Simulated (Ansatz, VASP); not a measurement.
# SiO2: VASP beside Ansatz, part 3 of 3

Aim: how closely do two programs agree when they are given the same cell, functional and k mesh? Of the first pair: The cell is taken from a series of runs on this material, whose earlier steps may have relaxed, scaled, displaced or heated it; both programs get it as it stands.

VASP 6.6.1 and Ansatz 0.2.0.

So far. Step 6 (VASP: single point, PBEsol, pair 2): The run ends at a pressure of 2.43 GPa, with forces up to 0.036 eV/Å.

## Step 8: Ansatz: relaxation, PBEsol

Level of this step: Ansatz beside VASP: Kohn-Sham DFT, plane waves, PBEsol (Ansatz).

This run makes the geometry at which the two programs are then compared. The cell compared in this pair holds 46.49 Å³, against 46.80 Å³ for the pair before.

The structure compared here is the end of the Ansatz relaxation.

input.yaml

```yaml
crystal:
  lattice:
    - [4.1945435626, 0.0, 0.0]
    - [0.0, 4.1945435626, 0.0]
    - [0.0, 0.0, 2.6780889974]
  atoms:
    - { symbol: Si, position: [0.0, 0.0, 0.0] }
    - { symbol: Si, position: [0.5, 0.5, 0.5] }
    - { symbol: O, position: [0.306058457, 0.306058457, 0.0] }
    - { symbol: O, position: [0.193941543, 0.806058457, 0.5] }
    - { symbol: O, position: [0.693941543, 0.693941543, 0.0] }
    - { symbol: O, position: [0.806058457, 0.193941543, 0.5] }
kpoints:
  mp_grid: { grid: [7, 7, 10] }
scf:
  occupations: { method: fermi_dirac, width: 0.02 }
hamiltonian:
  xc: pbesol
  pseudopotentials: { kind: paw, azcp: { folder: soft_1 }, xc_functional: pbe }
basis:
  ecutwfc: 600
output:
  forces: true
  stress: true
relax:
  f_tol: 0.005
  max_steps: 70
  cell: { stress_tol: 0.02, p_target: 4 }
```

Command:

```
ansatz run input.yaml --threads 4 --pin off --max-ram 10240MiB --backend cpu --events-out ev --progress --plain --runs-dir out
```

Numbers of over 12 decimals in the logs are rounded to 6 here.

The log of the run:

```text
[...]
Crystal: 6 atoms, lattice volume = 47.119 Å³
Basis set: ecut = 600 eV, 1551 PW (Γ), exchange–correlation on 72×72×48 points (8 copies of the dense FFT grid, shifted against one another)
Bands: 22, of which v1, the nominal top of the filled ones, is band 16 counted from 1 (15 counted from 0)
Symmetry: 16 space group operations
[...]
k-points: 60 of 490
[...]
cell:  # Å, volume = 46.4865 Å³
    - [4.171832, 0, 0.0]
    - [0.0, 4.171832, 0.0]
    - [0.0, 0.0, 2.670998]
  atoms:
    - { symbol: Si, position: [0, 0, 0.0] }
    - { symbol: Si, position: [0.5, 0.5, 0.500000] }
    - { symbol: O, position: [0.305518292452, 0.305518292452, 0.0] }
    - { symbol: O, position: [0.194482, 0.805518292452, 0.500000] }
    - { symbol: O, position: [0.694482, 0.694482, 0.0] }
    - { symbol: O, position: [0.805518292452, 0.194482, 0.500000] }
[key lines of the parts left out:]
SCF converged after 5 iterations
Free energy (F): -3492.853878 eV
Fermi energy:    13.289930 eV
P = ⅓ Tr σ = 3.9975 GPa (39.975 kbar)
```

## Step 9: VASP: single point, PBEsol, pair 3

The same cell, functional, mesh and smearing now go to VASP, with its own data sets.

INCAR

```
SYSTEM = SiO2
PREC = Accurate
ENCUT = 600
EDIFF = 1E-06
NELM = 120
ISMEAR = -1
SIGMA = 0.02
LREAL = .FALSE.
ALGO = Normal
GGA = PS
NBANDS = 22
LORBIT = 11
LWAVE = .FALSE.
LCHARG = .FALSE.
ISIF = 2
LASPH = .TRUE.
GGA_COMPAT = .FALSE.
EFERMI = MIDGAP
KPAR = 2
```

POSCAR

```
SiO2
1.0
    4.1718319261      0.0000000000      0.0000000000
    0.0000000000      4.1718319261      0.0000000000
    0.0000000000      0.0000000000      2.6709983345
Si O
2 4
Direct
    0.0000000000      0.0000000000      1.0000000000
    0.5000000000      0.5000000000      0.5000000000
    0.3055182925      0.3055182925      1.0000000000
    0.1944817075      0.8055182925      0.5000000000
    0.6944817075      0.6944817075      1.0000000000
    0.8055182925      0.1944817075      0.5000000000
```

KPOINTS

```
Automatic mesh
0
Gamma
7 7 10
0 0 0
```

Potentials, in the order of the species: Si and O (PBE family, release 64).

Command:

```
mpirun -np 2 vasp_std
```

The log of the run:

```text
[... set-up lines as in an earlier step ...]
 entering main loop
       N       E                     dE             d eps       ncg     rms          rms(c)
DAV:   1     0.167960415146E+03    0.16796E+03   -0.19601E+04  2640   0.158E+03
DAV:   2    -0.454205942554E+02   -0.21338E+03   -0.20519E+03  3502   0.322E+02
DAV:   3    -0.531500143675E+02   -0.77294E+01   -0.77025E+01  3360   0.622E+01
DAV:   4    -0.532039046589E+02   -0.53890E-01   -0.53865E-01  3282   0.602E+00
[...]
DAV:  10    -0.489872972998E+02   -0.10010E-03   -0.32165E-04  3216   0.146E-01    0.369E-02
DAV:  11    -0.489872792493E+02    0.18051E-04   -0.72419E-05  3252   0.630E-02    0.684E-03
DAV:  12    -0.489872793586E+02   -0.10929E-06   -0.48935E-06  3198   0.163E-02
   1 F= -.48987279E+02 E0= -.48987279E+02  d E =0.000000E+00
```

OUTCAR, selected parts (step 9):

```text
  Total        1.1992282      1.1992282      1.4696721      0.0000000      0.0000000      0.0000000
  in kB       41.3318833     41.3318833     50.6528407      0.0000000      0.0000000      0.0000000
  external PRESSURE =      44.4388691 kB  Pullay stress =       0.0000000 kB

 POSITION                                       TOTAL-FORCE (eV/Angst)
 -----------------------------------------------------------------------------------
      0.00000      0.00000      0.00000        -0.000000     -0.000000     -0.000000
      2.08592      2.08592      1.33550        -0.000000     -0.000000     -0.000000
      1.27457      1.27457      0.00000        -0.024389     -0.024389      0.000000
      0.81134      3.36049      1.33550         0.024389     -0.024389     -0.000000
      2.89726      2.89726      0.00000         0.024389      0.024389     -0.000000
      3.36049      0.81134      1.33550        -0.024389      0.024389     -0.000000
 -----------------------------------------------------------------------------------
    total drift:                                0.000000     -0.000000      0.000000

  FREE ENERGIE OF THE ION-ELECTRON SYSTEM (eV)
  ---------------------------------------------------
  free  energy   TOTEN  =       -48.9872793586 eV

  energy  without entropy=      -48.9872793586  energy(sigma->0) =      -48.98727936

[... 1 part as in an earlier step ...]

[... 2 further parts left out ...]
[key lines of the parts left out:]
E-fermi :  10.9893
```

The run ends at a pressure of 4.44 GPa, with forces up to 0.034 eV/Å.

## Step 10: Side by side

Compared:

| quantity | Ansatz | VASP | difference |
| --- | --- | --- | --- |
| pressure (GPa) | 4.00 | 4.44 | -0.45 |
| gap on the k mesh (eV) | 5.573 | 5.574 | -0.001 |

At this near-relaxed geometry the largest component of a force difference is 24 meV/Å. A gap on the mesh is an upper bound, since the band edges may lie between its points.

## Step 11: Results

| Property | Result |
| --- | --- |
| difference in edge c after relaxation, in the typed setting (relaxation of cell and atoms, PBEsol) | -0.17 % |
| r.m.s. force difference (single point, PBEsol, pair 2) | 17 meV/Å |
| r.m.s. force difference (single point, PBEsol, pair 3) | 16 meV/Å |

In words: The r.m.s. force difference is 17 meV/Å (single point, PBEsol, pair 2), beyond the 12 meV/Å picked in this series as the mark of a large difference. What causes the difference of the single point, PBEsol, pair 2 pair stays open here. What causes the difference of the single point, PBEsol, pair 3 pair stays open here. 5 further runs of this series are not shown here. Such differences can come from data sets, numerical settings and the points named under the comparisons, not from the functional's error against experiment.

[Lines on the potential files, build, host, timing and source positions are cut from VASP's logs without a mark.]

[Logs are printed without paths, hosts, clocks, repeated set-up lines and the standing remarks that a program may print on its own settings, such as how far it seeks lower states.]

[Hosts, paths, dates, database ids (printed as entryN), source tags and the programs' standing remarks are cut or masked in the printed files.]
